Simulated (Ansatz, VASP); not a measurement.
Two plane-wave programs on Mo

```
CELL_PARAMETERS angstrom
2.75793 0.00000 0.00000
-1.37896 2.38844 0.00000
0.00000 0.00000 2.51129
ATOMIC_POSITIONS crystal
Mo 0.00000 0.00000 0.50000
```

Alike in both runs: functional r2SCAN; k mesh 11 × 11 × 10; occupations methfessel-paxton of order 1, width 0.1 eV; no spin polarisation.

Ansatz relaxed the structure, and its values are those at the end. VASP's run is a single point on that final structure, the one shown.

|  | VASP | Ansatz |
| --- | --- | --- |
| version | VASP 6.6.1 | Ansatz 0.2.0 |
| potentials or method | VASP PAW PBE potentials, release 64 (Mo_sv) | plane waves, PAW |
| plane-wave cutoff (eV) | 520 | 500 |
| valence electrons in the cell | 14 | 14 |

VASP gave:

| Quantity | Value |
| --- | --- |
| gap on the k mesh at the Fermi level (eV) | none |
| pressure (GPa) | 1.1 |

Question: Estimate Ansatz's values.

Answer: gap on the k mesh at the Fermi level (eV): none; pressure (GPa): 0.0.

A gap of «none» marks a metal or a gap that the smearing closes. The functional is the same, so the differences come from potentials, cutoffs and numerics. Ansatz warned: «symmetry_narrowed_by_cell_relaxation».

Caveats: the PAW data sets were made with another functional, which shifts forces and pressure a little (VASP).
